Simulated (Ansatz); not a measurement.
# ZrS₂: electrons, doping and thermopower

Plane-wave DFT in Ansatz, PBEsol, scalar-relativistic PAW potentials, cutoff 420 eV, no spin-orbit coupling; no spin polarisation. ZrS₂ in space group P-3m1. Boltzmann transport at 300 K in rigid bands with one relaxation time, bands interpolated from the k mesh 12×12×6; values are means over x, y, z.

```csv
electrons (cm⁻³),size of S (μV/K),σ/τ (Ω⁻¹ m⁻¹ s⁻¹)
10^18,566.4,4.56e+16
10^19,?,4.55e+17
10^20,183.8,4.44e+18
10^21,60.8,3.87e+19
```

Q: Take the lowest doping as non-degenerate: get the effective density of states and the masses, and predict the missing S.

A: For parabolic bands and one τ, |S| = (k_B/e)(5/2 − η) with k_B/e = 86.17 μV/K and n = N e^η. The first row gives η = -4.07, N = 5.87×10¹⁹ cm⁻³ and, from N = 2.509×10¹⁹ cm⁻³ × m_d^(3/2), a density-of-states mass of 1.76 mₑ (all valleys and bands together). σ/τ = ne²/m_c gives a conductivity mass of 0.62 mₑ; m_d is 2.9 times m_c, the sign of several valleys, several bands or anisotropy. A decade of doping costs (k_B/e) ln 10 = 198.4 μV/K, which predicts 368 μV/K; the run gave 369.3. There η is about -1.8, where Fermi statistics begin to count, but their first corrections to η and to the mean carrier energy nearly cancel, so the rule still holds. At 10^21 cm⁻³ the rule would give -29 μV/K against 60.8: the gas is degenerate there. Scattering that depends on energy changes the 5/2, and whether such doping can be reached wasn't computed.

Cost: about 3.5 core-minutes for the runs cited, on AMD EPYC 9R45 (Zen 5) (shared hosts).

The thermopower falls at every step of doping while σ/τ rises, because a Fermi level moving up towards and into the conduction band lowers the mean energy, relative to that level, that each electron carries. In ZrS₂ the added electrons enter mainly the empty d states of tetravalent zirconium, whose minima lie at the zone boundary and so come as several equivalent valleys. These probably account for much of the gap between the two masses, since they add states without making each carrier heavier, though the averaged data can't separate them from anisotropy.

σ/τ grows slightly more slowly than the electron count, most clearly at the highest doping. This suggests that the band flattens away from its minimum or that heavier states begin to fill. The product S²σ/τ rises strongly at first but is nearly the same at 10^20 and 10^21 cm⁻³, so at fixed τ the best doping probably lies between them. The directional means don't show how much poorer transport across the weakly bound layers is than along them.
